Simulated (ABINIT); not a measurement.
BaTiO3, 5 atoms in the cell. The typed cell holds 5 atoms: a = 4.004 Å, b = 4.004 Å, c = 4.004 Å, α = 89.85°, β = 89.85°, γ = 89.85°. 

```yaml
Program: ABINIT 10.8.3 (patched build)
Task: single point
Functional: PBE
Potentials_or_basis: JTH PAW PBE v2.0
Cutoff: 626 eV
k_mesh: 7 × 7 × 7
Occupations: fermi-dirac, width 0.05 eV
Spin: no spin polarisation
Fine-grid_cutoff: 1224.51 eV
```

Potentials or basis: JTH PAW PBE v2.0.

Command:

```bash
$ mpirun --bind-to none -np 4 abinit run.abi > log 2>&1
```

Hardware: 4 MPI ranks on Arm Neoverse V1 (shared host).

**Question.** Estimate the wall time of this run.

**Answer.** It took 2.2 min on 4 MPI ranks on Arm Neoverse V1, with other jobs on the host, peak memory 0.72 GiB a rank. Counts: scf iterations 17, mpi ranks 4, k points 172, bands 24, plane waves 2302.
